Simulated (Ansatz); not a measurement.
The system is CuAu.

```
Au Cu
1.0
     2.81075    0.00000    0.00000
     0.00000    2.81075    0.00000
     0.00000    0.00000    3.68500
Au Cu
1 1
Direct
  0.00000 0.00000 0.00000
  0.50000 0.50000 0.50000
```

```yaml
Program: Ansatz 0.2.0
Task: single point
Functional: PBEsol
Potentials_or_basis: Ansatz PAW
Cutoff: "420 eV (not typed: the program's choice for these potentials)"
k_mesh: 9 × 9 × 7
Occupations: fermi-dirac, width 0.05 eV
Spin: no spin polarisation
```

On this cell: pressure -4.0 GPa; largest force under 0.003 eV/Å; band gap on the k mesh none (metal or under the smearing width).

The same run follows on a disturbed copy (atoms moved at random, drawn with an rms of 0.05 Å):

```xyz
2
Lattice="2.8107 0.0000 0.0000 0.0000 2.8107 0.0000 0.0000 0.0000 3.6850" Properties=species:S:1:pos:R:3 pbc="T T T"
Au   -0.0198    0.0089   -0.0574
Cu    1.3957    1.3765    1.8232
```

**Question.** What does the disturbed cell give?

**Answer.** The energy (extrapolated to zero smearing) moves by +3.6 meV/atom; pressure -3.8 GPa; largest force 0.277 eV/Å; band gap on the k mesh none (metal or under the smearing width).

Forces on the atoms (eV/Å):
```
Au   0.033 -0.123  0.245
Cu  -0.033  0.123 -0.245
```

Stress tensor (GPa, compression positive):
```
-3.65 -0.02  0.04
-0.02 -3.70 -0.16
 0.04 -0.16 -3.97
```

Caveats: the PAW data sets come from PBE, with cores solved anew for the run's functional, which leaves a small shift of forces and pressure.
